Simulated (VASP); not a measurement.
# PbF2 (Fluorocronite) (Fm-3m) in VASP: notebook

Runs on PbF2 (Fluorocronite). Level: PBE. Tasks: relaxation of cell and atoms.

Program: VASP 6.6.1. These are calculated values, not measurements. Logs are shortened: lines on timing, memory, paths and dates and some standing lists are left out, and cuts for length are marked.

### 1 The structure

It takes space group Fm-3m (No. 225, cubic). Conventional cell: a = 5.927 Å, b = 5.927 Å, c = 5.927 Å, α = 90.00°, β = 90.00°, γ = 90.00°. Around Pb (site symmetry m-3m) lie 8 F at 2.57 Å. Around F (site symmetry -43m) lie 4 Pb at 2.57 Å.

### 2 Relaxation of cell and atoms, PBE

The input, INCAR:

```
SYSTEM = PbF2
ALGO = Normal
EDIFF = 1E-6
EDIFFG = -0.01
ENCUT = 600
GGA = PE
IBRION = 2
ISIF = 3
ISMEAR = 0
KPAR = 2
LASPH = .True.
LCHARG = .False.
LREAL = .False.
LWAVE = .False.
NELM = 80
NSW = 90
PREC = Accurate
SIGMA = 0.03
```

The input, KPOINTS:

```
k-points
0
Gamma
  8 8 8
  0 0 0
```

The input, POSCAR:

```
PbF2
1.0
    0.0000000000      2.9636600000      2.9636600000
    2.9636600000      0.0000000000      2.9636600000
    2.9636600000      2.9636600000      0.0000000000
Pb F
1 2
Direct
    0.0000000000      0.0000000000      0.0000000000
    0.2500000000      0.2500000000      0.2500000000
    0.7500000000      0.7500000000      0.7500000000
```

Potentials or basis: VASP PAW PBE potentials, release 64 (Pb_d, F).

Run with:

```
cat potpaw_PBE.64/Pb_d/POTCAR potpaw_PBE.64/F/POTCAR > POTCAR
mpirun -np 2 vasp_std > vasp.out
```

OUTCAR:

```text
SYSTEM = PbF2
   EDIFF = 1E-6
   EDIFFG = -0.01
   ENCUT = 600
   GGA = PE
   IBRION = 2
   ISIF = 3
   ISMEAR = 0
   LASPH = .True.
   LREAL = .False.
   NELM = 80
   NSW = 90
   PREC = Accurate

 ion  position               nearest neighbor table
   1  0.000  0.000  0.000-   3 2.57   3 2.57   3 2.57   2 2.57   2 2.57   2 2.57   3 2.57   2 2.57

   2  0.250  0.250  0.250-   1 2.57   1 2.57   1 2.57   1 2.57
   3  0.750  0.750  0.750-   1 2.57   1 2.57   1 2.57   1 2.57

  LATTYP: Found a face centered cubic cell.
 ALAT       =     5.9273200000

  Lattice vectors:

 A1 = (   0.0000000000,   2.9636600000,   2.9636600000)
 A2 = (   2.9636600000,   0.0000000000,   2.9636600000)
 A3 = (   2.9636600000,   2.9636600000,   0.0000000000)

Analysis of symmetry for initial positions (statically):
=====================================================================
 Subroutine PRICEL returns:
 Original cell was already a primitive cell.

 Routine SETGRP: Setting up the symmetry group for a
 face centered cubic supercell.

 Subroutine GETGRP returns: Found 48 space group operations
 (whereof 48 operations were pure point group operations)
 out of a pool of 48 trial point group operations.

The static configuration has the point symmetry O_h .

Analysis of symmetry for dynamics (positions and initial velocities):
=====================================================================
 Subroutine PRICEL returns:
 Original cell was already a primitive cell.

 Routine SETGRP: Setting up the symmetry group for a
 face centered cubic supercell.

 Subroutine GETGRP returns: Found 48 space group operations
 (whereof 48 operations were pure point group operations)
 out of a pool of 48 trial point group operations.

The dynamic configuration has the point symmetry O_h .

 Subroutine INISYM returns: Found 48 space group operations
 (whereof 48 operations are pure point group operations),
 and found     1 'primitive' translations

----------------------------------------------------------------------------------------

                                     Primitive cell

  volume of cell :      52.0613

  direct lattice vectors                    reciprocal lattice vectors
     0.000000000  2.963660000  2.963660000    -0.168710311  0.168710311  0.168710311
     2.963660000  0.000000000  2.963660000     0.168710311 -0.168710311  0.168710311
     2.963660000  2.963660000  0.000000000     0.168710311  0.168710311 -0.168710311

  length of vectors
[... 97 lines left out ...]
   EMIN   =  10.00;   EMAX   =-10.00  energy-range for DOS
   EFERMI =   0.00;   METHOD = LEGACY
   ISMEAR =     0;   SIGMA  =   0.03  broadening in eV -4-tet -1-fermi 0-gaus
   EFERMI_NEDOS =   21; number of points for ismear=-14 and -15
   IALGO  =     38    algorithm
   IMIX   =      4    mixing-type and parameters
     AMIX     =   0.40;   BMIX     =  1.00
     AMIX_MAG =   1.60;   BMIX_MAG =  1.00
  volume/ion in A,a.u.               =      17.35       117.11
  Fermi-wavevector in a.u.,A,eV,Ry     =   1.331340  2.515869 24.115883  1.772467
  Thomas-Fermi vector in A             =   2.460359
   LORBIT       =      0    0 simple, 1 ext, 2 COOP (PROOUT), +10 PAW based schemes
   GGA     = PE    functional components
   LHFCALC =     F    Hartree Fock is set to
   AEXX    =    0.0000 exact exchange contribution
   IVDW    =     0    specifies the selected vdW correction
   LEPSILON=     F    determine dielectric tensor
   LRPA    =     F    only Hartree local field effects (RPA)
 conjugate gradient relaxation of ions
 non-spin polarized calculation
 Gauss-broadening in eV      SIGMA  =   0.03
  energy-cutoff  :      600.00
  volume of cell :       52.06
 maximum number of plane-waves:      1807
 NGX is ok and might be reduce to    36
   NGX = 17   NGY = 17   NGZ = 17

--------------------------------------- Ionic step        1  -------------------------------------------

 number of electron      28.0000008 magnetization

 Free energy of the ion-electron system (eV)
  ---------------------------------------------------
  ext. energy  EPLUGINS =         0.00000000
  ---------------------------------------------------
  free energy    TOTEN  =       -14.33741682 eV

  energy without entropy =      -14.33741682  energy(sigma->0) =      -14.33741682

------------------------ aborting loop because EDIFF is reached ----------------------------------------

  FORCE on cell =-STRESS in cart. coord.  units (eV):
  Direction    XX          YY          ZZ          XY          YZ          ZX
  --------------------------------------------------------------------------------------
  -------------------------------------------------------------------------------------
  Total        0.7924332      0.7924332      0.7924332      0.0000000      0.0000000      0.0000000
  in kB       24.3869857     24.3869857     24.3869857      0.0000000      0.0000000      0.0000000
  external PRESSURE =      24.3869857 kB  Pullay stress =       0.0000000 kB
[... 61 lines left out ...]
--------------------------------------- Ionic step        3  -------------------------------------------

 number of electron      27.9999999 magnetization

 Free energy of the ion-electron system (eV)
  ---------------------------------------------------
  ext. energy  EPLUGINS =         0.00000000
  ---------------------------------------------------
  free energy    TOTEN  =       -14.35055481 eV

  energy without entropy =      -14.35055481  energy(sigma->0) =      -14.35055481

 E-fermi :   1.6554     XC(G=0):  -9.2395

 val. band max:        1.4820470657   @ k =  -0.2500   0.5000   0.2500
 cond. band min:       5.9015530443   @ k =   0.5000   0.5000   0.0000
 fundamental gap:      4.4195059786
 Fermi energy:         1.6553508270

 k-point     1 :       0.0000    0.0000    0.0000
  band No.  band energies     occupation
      1     -19.3473      2.00000
      2     -18.7852      2.00000
      3     -12.9209      2.00000
      4     -12.9209      2.00000
      5     -12.9209      2.00000
      6     -12.8777      2.00000
[... 481 lines left out ...]
      5     -12.8541      2.00000
      6     -12.8259      2.00000
[... 10 lines left out ...]
     17       9.1088      0.00000
     18      12.4326      0.00000

 [... further k-points ...]

------------------------ aborting loop because EDIFF is reached ----------------------------------------

  FORCE on cell =-STRESS in cart. coord.  units (eV):
  Direction    XX          YY          ZZ          XY          YZ          ZX
  --------------------------------------------------------------------------------------
  -------------------------------------------------------------------------------------
  Total        0.0035355      0.0035355      0.0035355      0.0000000     -0.0000000     -0.0000000
  in kB        0.1052049      0.1052049      0.1052049      0.0000000     -0.0000000     -0.0000000
  external PRESSURE =       0.1052049 kB  Pullay stress =       0.0000000 kB
[... 18 lines left out ...]
  FREE ENERGIE OF THE ION-ELECTRON SYSTEM (eV)
  ---------------------------------------------------
  free  energy   TOTEN  =       -14.3505548133 eV

  energy  without entropy=      -14.3505548133  energy(sigma->0) =      -14.35055481

 reached required accuracy - stopping structural energy minimisation
```

Run time: 27 s. Hardware: 2 MPI ranks of AMD EPYC 9R45 (Zen 5), shared host; peak memory 0.2 GiB.

Results:

```
Free energy                            : -14.3506 eV
Relaxed volume                         : 17.95 Å³/atom
Relaxed cell                           : a = 4.239 Å, b = 4.239 Å, c = 4.239 Å, α = 60.00°, β = 60.00°, γ = 60.00°
Space group after relaxing (to 0.05 Å) : Fm-3m (No. 225)
Energy gained by relaxing              : 4.4 meV/atom
Ionic steps                            : 3
Pressure after relaxing                : 0.0 GPa
Band gap on the k mesh                 : 4.42 eV, indirect (least direct gap 4.56 eV)
```

The path:
```
step  energy change (eV)  largest force (eV/Å)  pressure (GPa)  volume (Å³)
   1              0.0000                0.0000            2.44        52.06
   2             -0.0129                0.0000           -0.29        54.08
   3             -0.0131                0.0000            0.01        53.84
```

Final structure:
```xyz
3
Lattice="0.0000 2.9971 2.9971 2.9971 0.0000 2.9971 2.9971 2.9971 0.0000" Properties=species:S:1:pos:R:3 pbc="T T T"
Pb    0.0000    0.0000    0.0000
F     1.4985    1.4985    1.4985
F     4.4956    4.4956    4.4956
```

Levels at points of the mesh, in eV from the valence-band top:
| k point | band 11 | band 12 | band 13 | band 14 | band 15 | band 16 | band 17 | band 18 |
| --- | --- | --- | --- | --- | --- | --- | --- | --- |
| (0.00, 0.00, 0.00) | -2.26 | -1.77 | -1.77 | -1.77 | 6.74 | 6.74 | 6.74 | 10.55 |
| (0.50, 0.00, 0.00) | -2.44 | -1.94 | -1.94 | -0.01 | 5.03 | 7.56 | 7.56 | 13.17 |
| (0.50, 0.50, 0.00) | -1.37 | -1.37 | -1.37 | -0.14 | 4.42 | 7.78 | 7.78 | 9.03 |

Caveat: spin-orbit coupling is left out, which as a rule narrows the gap of such compounds by several tenths of an eV.

(Continued in part 2 of 2.)
